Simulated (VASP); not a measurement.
A run of VASP 6.6.1 is set up as follows.

File INCAR:

```
ALGO = Fast
EDIFF = 1E-6
EDIFFG = -0.01
ENCUT = 600
GGA = PS
IBRION = 2
ISIF = 3
ISMEAR = -1
LASPH = True
LCHARG = False
LREAL = False
LWAVE = False
NELM = 60
NSW = 60
PREC = Accurate
PSTRESS = 50
SIGMA = 0.05
```

The input KPOINTS:

```
k-points
0
Gamma
  10 10 10
```

Contents of POSCAR:

```
ZrC
1.0
    0.0000000000      2.3650000000      2.3650000000
    2.3650000000      0.0000000000      2.3650000000
    2.3650000000      2.3650000000      0.0000000000
Zr C
1 1
Direct
    0.5000000000      0.5000000000      0.5000000000
    0.0000000000      0.0000000000      0.0000000000
```

Potentials or basis: VASP PAW PBE potentials, release 64 (Zr_sv, C).

Run with:

```bash
$ cat potpaw_PBE.64/Zr_sv/POTCAR potpaw_PBE.64/C/POTCAR > POTCAR
$ mpirun -np 1 vasp_std > vasp.out
```

**Question.** Estimate the space group after relaxing (to 0.05 Å).

**Answer.** Fm-3m (No. 225).

**Question.** What does it give for the band gap on the k mesh?

**Answer.** None (metal or under the smearing width).

**Question.** Predict the relaxed cell.

**Answer.** a = 3.281 Å, b = 3.281 Å, c = 3.281 Å, α = 60.00°, β = 60.00°, γ = 60.00°.

Final structure:
```
CELL_PARAMETERS angstrom
0.00000 2.31987 2.31987
2.31987 0.00000 2.31987
2.31987 2.31987 0.00000
ATOMIC_POSITIONS crystal
Zr 0.50000 0.50000 0.50000
C 0.00000 0.00000 0.00000
```
